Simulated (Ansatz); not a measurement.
A 4-atom cell of MgO (P6_3/mmc) from a materials database, relaxed with r2SCAN. The symmetry is P6_3/mmc (No. 194, hexagonal); a = 3.484 Å, c = 4.185 Å in the conventional setting, 11.00 Å³ an atom. Around Mg lie 5 O at 2.01–2.09 Å; around O lie 5 Mg at 2.01–2.09 Å.

```xyz
4
Lattice="3.4841 0.0000 0.0000 -1.7420 3.0173 0.0000 0.0000 0.0000 4.1853" Properties=species:S:1:pos:R:3 pbc="T T T"
Mg    1.7420    1.0058    3.1390
Mg    0.0000    2.0115    1.0463
O     1.7420    1.0058    1.0463
O     0.0000    2.0115    3.1390
```

4 runs of Ansatz 0.2.0 on this cell differ in the functional (and in the settings that go with it). Levels are in eV from each run's valence top; v1 is the last filled band, c1 the first empty one.

Run A, mean stress -1.4 GPa (compression positive):
```tsv
point	v2	v1	c1	c2
Γ	-0.87	0.00	6.55	12.97
M	-1.43	-0.58	10.26	12.71
K	-2.01	-0.99	10.59	12.25
```

Run B, mean stress 0.0 GPa (compression positive):
```tsv
point	v2	v1	c1	c2
Γ	-0.84	0.00	4.09	10.42
M	-1.30	-0.54	7.67	10.03
K	-1.82	-0.91	7.96	9.77
```

Run C, mean stress 0.0 GPa (compression positive):
```tsv
point	v2	v1	c1	c2
Γ	-0.85	0.00	5.76	12.10
M	-1.40	-0.57	9.45	11.80
K	-1.96	-0.96	9.77	11.44
```

Run D, mean stress +4.5 GPa (compression positive):
```tsv
point	v2	v1	c1	c2
Γ	-0.81	0.00	3.45	9.50
M	-1.29	-0.53	7.01	9.10
K	-1.80	-0.89	7.31	9.03
```

Task: Match the runs to PBE, r2SCAN, DDH-PBE0, PBE0.

Result: A is DDH-PBE0, B is r2SCAN, C is PBE0, D is PBE. In order of the gap: PBE 3.45, r2SCAN 4.09, PBE0 5.76, DDH-PBE0 6.55 eV.

No spin polarisation and no zero-point or thermal motion.

The stress of a hybrid is loosely converged in these runs.

The meshes of the hybrids are coarse, so their gaps aren't converged to the digits shown.
